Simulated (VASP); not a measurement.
Write the native input for VASP 6.6.1 that does the following.

```yaml
Task: band structure
Functional: HSE03
Potentials_or_basis: VASP PAW PBE potentials, release 64 (Ga_d, P)
Cutoff: 520 eV
k_mesh: 6 × 6 × 6
Occupations: gaussian, width 0.02 eV
Spin: no spin polarisation
Ladder: gaps
Grid_for_exact_exchange_PRECFOCK: Fast
Further_INCAR_settings: ALGO = Normal; EDIFF = 1e-06
```

GaP:

```xyz
2
Lattice="0.0000 2.7252 2.7252 2.7252 0.0000 2.7252 2.7252 2.7252 0.0000" Properties=species:S:1:pos:R:3 pbc="T T T"
Ga    0.0000    0.0000    0.0000
P     4.0879    4.0879    4.0879
```

These files were run (other wordings do the same):

POSCAR

```
GaP
1.0
    0.0000000000      2.7252500000      2.7252500000
    2.7252500000      0.0000000000      2.7252500000
    2.7252500000      2.7252500000      0.0000000000
Ga P
1 1
Direct
    0.0000000000      0.0000000000      0.0000000000
    0.7500000000      0.7500000000      0.7500000000
```

INCAR.step1

```
PREC     = Accurate       # precision mode
ENCUT    = 520            # plane-wave cutoff, eV
EDIFF    = 1E-5           # SCF threshold, eV
ISMEAR   = 0              # smearing method
SIGMA    = 0.02           # smearing width, eV
LREAL    = F              # projectors in reciprocal space
LASPH    = T              # aspherical terms in the spheres
NELM     = 80             # most SCF steps
ALGO     = Normal         # electronic algorithm
ISIF     = 2              # what is computed and relaxed
LWAVE    = T              # write WAVECAR
LCHARG   = F              # write CHGCAR
GGA      = PE             # functional
KPAR     = 4
```

INCAR.step2

```
PREC     = Accurate       # precision mode
ENCUT    = 520            # plane-wave cutoff, eV
EDIFF    = 1E-6           # SCF threshold, eV
ISMEAR   = 0              # smearing method
SIGMA    = 0.02           # smearing width, eV
LREAL    = F              # projectors in reciprocal space
LASPH    = T              # aspherical terms in the spheres
NELM     = 80             # most SCF steps
ALGO     = Normal         # electronic algorithm
ISIF     = 2              # what is computed and relaxed
LWAVE    = F              # write WAVECAR
LCHARG   = F              # write CHGCAR
GGA      = PE             # functional
LHFCALC  = T              # exact exchange
HFSCREEN = 0.3            # screening, 1/A
PRECFOCK = Fast         
ISTART   = 1            
KPAR     = 4
```

KPOINTS

```
regular mesh
0
Gamma
  6 6 6
```

KPOINTS_OPT

```
path GXWKGLUWLK,UX
12
line-mode
reciprocal
 0.0000000000  0.0000000000  0.0000000000  G
 0.5000000000  0.0000000000  0.5000000000  X

 0.5000000000  0.0000000000  0.5000000000  X
 0.5000000000  0.2500000000  0.7500000000  W

 0.5000000000  0.2500000000  0.7500000000  W
 0.3750000000  0.3750000000  0.7500000000  K

 0.3750000000  0.3750000000  0.7500000000  K
 0.0000000000  0.0000000000  0.0000000000  G

 0.0000000000  0.0000000000  0.0000000000  G
 0.5000000000  0.5000000000  0.5000000000  L

 0.5000000000  0.5000000000  0.5000000000  L
 0.6250000000  0.2500000000  0.6250000000  U

 0.6250000000  0.2500000000  0.6250000000  U
 0.5000000000  0.2500000000  0.7500000000  W

 0.5000000000  0.2500000000  0.7500000000  W
 0.5000000000  0.5000000000  0.5000000000  L

 0.5000000000  0.5000000000  0.5000000000  L
 0.3750000000  0.3750000000  0.7500000000  K

 0.6250000000  0.2500000000  0.6250000000  U
 0.5000000000  0.0000000000  0.5000000000  X
```

Potentials or basis: VASP PAW PBE potentials, release 64 (Ga_d, P).

Command:

```sh
$ cat potpaw_PBE.64/Ga_d/POTCAR potpaw_PBE.64/P/POTCAR > POTCAR
$ cp INCAR.step1 INCAR
$ mpirun -np 4 vasp_std > vasp.out
$ cp INCAR.step2 INCAR
$ mpirun -np 4 vasp_std > vasp.out
```

Results of the run:

```json
{"Pressure": "0.8 GPa", "Band gap on the k mesh": "2.13 eV, indirect (least direct gap 2.61 eV)", "Band gap along the path": "2.10 eV, indirect (least direct gap 2.61 eV)"}
```

Caveat: the PAW data sets were made with another functional, which shifts forces and pressure a little.

Wall time 14 min on 4 MPI ranks on AMD EPYC 9R45 96-Core Processor (Zen 5), on a shared host, peak memory 0.33 GiB a rank.
